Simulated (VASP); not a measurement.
# As2Pt (Sperrylite) (Pa-3) in VASP: further runs, part 2 of 3

VASP 6.6.1. Earlier steps stand in the parts before.

### Step 3. Relaxation of cell and atoms, PBE

This run uses another cell than the first one, of 18.51 Å³/atom, 1.046 times its volume.

The input, INCAR:

```
SYSTEM = As2Pt
  ALGO = Normal
  EDIFF = 1E-7
  EDIFFG = -0.005
  ENCUT = 300
  GGA = PE
  IBRION = 2
  ISIF = 3
  ISMEAR = 0
  LASPH = .True.
  LCHARG = .False.
  LREAL = .False.
  LWAVE = .False.
  NELM = 80
  NSW = 90
  PREC = Accurate
  SIGMA = 0.03
```

The input, KPOINTS:

```
k-points
0
Gamma
  3 3 3
  0 0 0
```

The input, POSCAR:

```
As2Pt                                   
1.0
    6.0562439039     -0.0000000000      0.0000000000
   -0.0000000000      6.0562439039     -0.0000000000
    0.0000000000     -0.0000000000      6.0562439039
  As              Pt            
     8     4
Direct
     0.3836833063976552    0.3836833063976552    0.3836833063976552
     0.1163166936023448    0.6163166936023448    0.8836833063976552
     0.8836833063976552    0.1163166936023448    0.6163166936023448
     0.6163166936023448    0.8836833063976552    0.1163166936023448
     0.6163166936023448    0.6163166936023448    0.6163166936023448
     0.8836833063976552    0.3836833063976552    0.1163166936023448
     0.1163166936023448    0.8836833063976552    0.3836833063976552
     0.3836833063976552    0.1163166936023448    0.8836833063976552
     0.0000000000000000    0.0000000000000000    0.0000000000000000
     0.5000000000000000    0.0000000000000000    0.5000000000000000
     0.5000000000000000    0.5000000000000000    0.0000000000000000
     0.0000000000000000    0.5000000000000000    0.5000000000000000
```

Potentials or basis: VASP PAW PBE potentials, release 64 (As, Pt).

The run is started by

```
$ cat potpaw_PBE.64/As/POTCAR potpaw_PBE.64/Pt/POTCAR > POTCAR
$ mpirun -np 4 vasp_std > vasp.out
```

Run time: 11 s. Hardware: 4 MPI ranks of Intel Xeon Platinum 8488C (Sapphire Rapids), shared host; peak memory 0.13 GiB.

Results (log left out):

| Item | Value |
| --- | --- |
| Free energy | -67.9105 eV |
| Pressure after relaxing | 0.0 GPa |
| Band gap on the k mesh | 0.52 eV, indirect (least direct gap 1.05 eV) |

Final structure:
```
As Pt
1.0
     6.05624    0.00000    0.00000
     0.00000    6.05624    0.00000
     0.00000    0.00000    6.05624
As Pt
8 4
Direct
  0.38368 0.38368 0.38368
  0.11632 0.61632 0.88368
  0.88368 0.11632 0.61632
  0.61632 0.88368 0.11632
  0.61632 0.61632 0.61632
  0.88368 0.38368 0.11632
  0.11632 0.88368 0.38368
  0.38368 0.11632 0.88368
  0.00000 0.00000 0.00000
  0.50000 0.00000 0.50000
  0.50000 0.50000 0.00000
  0.00000 0.50000 0.50000
```

Levels at points of the mesh, in eV from the valence-band top:
```
           k point  band 37  band 38  band 39  band 40  band 41  band 42  band 43  band 44
(0.00, 0.00, 0.00)    -2.42    -0.94    -0.94    -0.94     0.58     0.58     0.58     1.74
```

Caveat: the relaxation stopped at its first step, so nothing moved; spin-orbit coupling is left out, which moves the levels of the heavy elements; an odd mesh through Γ misses points on the zone boundary, where band edges often lie.

### Step 4. Relaxation of cell and atoms, r2SCAN

The input, INCAR:

```
SYSTEM = As2Pt
PREC = Accurate
ENCUT = 600
EDIFF = 1E-6
ISMEAR = 0
SIGMA = 0.03
LREAL = .False.
LASPH = .True.
NELM = 80
ALGO = Normal
ISIF = 3
LWAVE = .False.
LCHARG = .False.
METAGGA = R2SCAN
LMIXTAU = .True.
IBRION = 2
NSW = 90
EDIFFG = -0.01
KPAR = 4
```

The input, KPOINTS:

```
Automatic mesh
0
Gamma
  6 6 6
  0 0 0
```

The input, POSCAR:

```
As2Pt
1.0
    5.9665000000      0.0000000000      0.0000000000
    0.0000000000      5.9665000000      0.0000000000
    0.0000000000      0.0000000000      5.9665000000
As Pt
8 4
Direct
    0.3830000000      0.3830000000      0.3830000000
    0.1170000000      0.6170000000      0.8830000000
    0.8830000000      0.1170000000      0.6170000000
    0.6170000000      0.8830000000      0.1170000000
    0.6170000000      0.6170000000      0.6170000000
    0.8830000000      0.3830000000      0.1170000000
    0.1170000000      0.8830000000      0.3830000000
    0.3830000000      0.1170000000      0.8830000000
    0.0000000000      0.0000000000      0.0000000000
    0.5000000000      0.0000000000      0.5000000000
    0.5000000000      0.5000000000      0.0000000000
    0.0000000000      0.5000000000      0.5000000000
```

Potentials or basis: VASP PAW PBE potentials, release 64 (As, Pt).

The run is started by

```
$ cat potpaw_PBE.64/As/POTCAR potpaw_PBE.64/Pt/POTCAR > POTCAR
$ mpirun -np 4 vasp_std > vasp.out
```

OUTCAR:

```text
SYSTEM = As2Pt
   PREC = Accurate
   ENCUT = 600
   EDIFF = 1E-6
   ISMEAR = 0
   LREAL = .False.
   LASPH = .True.
   NELM = 80
   ISIF = 3
   METAGGA = R2SCAN
   IBRION = 2
   NSW = 90
   EDIFFG = -0.01

 ion  position               nearest neighbor table
   1  0.383  0.383  0.383-   5 2.42  11 2.49  10 2.49  12 2.49
   2  0.117  0.617  0.883-   6 2.42  12 2.49  11 2.49   9 2.49
   3  0.883  0.117  0.617-   7 2.42   9 2.49  10 2.49  12 2.49
   4  0.617  0.883  0.117-   8 2.42  10 2.49   9 2.49  11 2.49
   5  0.617  0.617  0.617-   1 2.42  11 2.49  10 2.49  12 2.49
   6  0.883  0.383  0.117-   2 2.42  12 2.49  11 2.49   9 2.49
   7  0.117  0.883  0.383-   3 2.42   9 2.49  10 2.49  12 2.49
   8  0.383  0.117  0.883-   4 2.42  10 2.49   9 2.49  11 2.49
   9  0.000  0.000  0.000-   3 2.49   7 2.49   4 2.49   6 2.49   2 2.49   8 2.49
  10  0.500  0.000  0.500-   4 2.49   8 2.49   1 2.49   5 2.49   7 2.49   3 2.49
  11  0.500  0.500  0.000-   1 2.49   5 2.49   4 2.49   2 2.49   6 2.49   8 2.49
  12  0.000  0.500  0.500-   2 2.49   6 2.49   3 2.49   5 2.49   1 2.49   7 2.49

  LATTYP: Found a simple cubic cell.
 ALAT       =     5.9665000000

  Lattice vectors:

 A1 = (   5.9665000000,   0.0000000000,   0.0000000000)
 A2 = (   0.0000000000,   5.9665000000,   0.0000000000)
 A3 = (   0.0000000000,   0.0000000000,   5.9665000000)

Analysis of symmetry for initial positions (statically):
=====================================================================
 Subroutine PRICEL returns:
[... 189 lines left out ...]
  ext. energy  EPLUGINS =         0.00000000
  ---------------------------------------------------
  free energy    TOTEN  =      -330.80937190 eV

  energy without entropy =     -330.80937190  energy(sigma->0) =     -330.80937190

------------------------ aborting loop because EDIFF is reached ----------------------------------------

  FORCE on cell =-STRESS in cart. coord.  units (eV):
  Direction    XX          YY          ZZ          XY          YZ          ZX
  --------------------------------------------------------------------------------------
  -------------------------------------------------------------------------------------
  Total        4.5166258      4.5166258      4.5166258     -0.0000000      0.0000000      0.0000000
  in kB       34.0695001     34.0695001     34.0695001     -0.0000000      0.0000000      0.0000000
  external PRESSURE =      34.0695001 kB  Pullay stress =       0.0000000 kB
[... 171 lines left out ...]
--------------------------------------- Ionic step        5  -------------------------------------------

 number of electron      80.0000015 magnetization

 Free energy of the ion-electron system (eV)
  ---------------------------------------------------
  ext. energy  EPLUGINS =         0.00000000
  ---------------------------------------------------
  free energy    TOTEN  =      -330.86366785 eV

  energy without entropy =     -330.86366785  energy(sigma->0) =     -330.86366785

 E-fermi :   7.2353     XC(G=0): -11.9042

 val. band max:        7.0781661686   @ k =   0.3333   0.3333   0.0000
 cond. band min:       7.4768899825   @ k =   0.5000   0.5000   0.5000
 fundamental gap:      0.3987238139
 Fermi energy:         7.2352519627

 k-point     1 :       0.0000    0.0000    0.0000
  band No.  band energies     occupation
      1      -7.6361      2.00000
      2      -5.6084      2.00000
      3      -5.6084      2.00000
      4      -5.6084      2.00000
      5      -3.2136      2.00000
      6      -3.2136      2.00000
[... 1252 lines left out ...]
  FREE ENERGIE OF THE ION-ELECTRON SYSTEM (eV)
  ---------------------------------------------------
  free  energy   TOTEN  =      -330.8636678485 eV

  energy  without entropy=     -330.8636678485  energy(sigma->0) =     -330.86366785

 reached required accuracy - stopping structural energy minimisation
```

OSZICAR:

```text
N       E                     dE             d eps       ncg     rms          rms(c)
DAV:   1     0.213481622869E+03    0.21348E+03   -0.40780E+04  2304   0.174E+03
DAV:   2    -0.317355001038E+03   -0.53084E+03   -0.50813E+03  2672   0.300E+02
DAV:   3    -0.350719604075E+03   -0.33365E+02   -0.32632E+02  2776   0.682E+01
[... 52 lines left out ...]
   4 F= -.33086362E+03 E0= -.33086362E+03  d E =-.338287E-02
       N       E                     dE             d eps       ncg     rms          rms(c)
DAV:   1    -0.330863645782E+03   -0.23523E-04   -0.25920E-03  2424   0.186E-01    0.173E-02
DAV:   2    -0.330863667096E+03   -0.21314E-04   -0.15331E-04  2680   0.444E-02    0.877E-03
DAV:   3    -0.330863667849E+03   -0.75213E-06   -0.23880E-06  1808   0.666E-03
   5 F= -.33086367E+03 E0= -.33086367E+03  d E =-.342862E-02
```

Wall time 9.3 min (4 MPI ranks of Intel Xeon Platinum 8488C (Sapphire Rapids), shared host); peak memory 0.53 GiB.

What came out:

```yaml
Free_energy: -330.8637 eV
Relaxed_volume: 18.08 Å³/atom
Relaxed_cell: a = 6.009 Å, b = 6.009 Å, c = 6.009 Å, α = 90.00°, β = 90.00°, γ = 90.00°
Space_group_after_relaxing_to_0.05_Å: Pa-3 (No. 205)
Energy_gained_by_relaxing: 4.5 meV/atom
Ionic_steps: 5
Pressure_after_relaxing: 0.0 GPa
Band_gap_on_the_k_mesh: 0.40 eV, indirect (least direct gap 1.11 eV)
```

Step by step:
```tsv
step	energy change (eV)	largest force (eV/Å)	pressure (GPa)	volume (Å³)
1	0.0000	0.1740	3.41	212.40
2	0.0540	0.0780	-4.63	224.18
3	-0.0509	0.1296	-0.13	217.11
4	-0.0543	0.0154	-0.02	217.02
5	-0.0543	0.0014	0.00	217.01
```

Final structure:
```
CELL_PARAMETERS angstrom
6.00932 0.00000 0.00000
0.00000 6.00932 0.00000
0.00000 0.00000 6.00932
ATOMIC_POSITIONS crystal
As 0.38396 0.38396 0.38396
As 0.11604 0.61604 0.88396
As 0.88396 0.11604 0.61604
As 0.61604 0.88396 0.11604
As 0.61604 0.61604 0.61604
As 0.88396 0.38396 0.11604
As 0.11604 0.88396 0.38396
As 0.38396 0.11604 0.88396
Pt 0.00000 0.00000 0.00000
Pt 0.50000 0.00000 0.50000
Pt 0.50000 0.50000 0.00000
Pt 0.00000 0.50000 0.50000
```

Caveat: the PAW data sets were made with another functional, which shifts forces and pressure a little; spin-orbit coupling is left out, which moves the levels of the heavy elements.

(Part 2 of 3 ends here.)
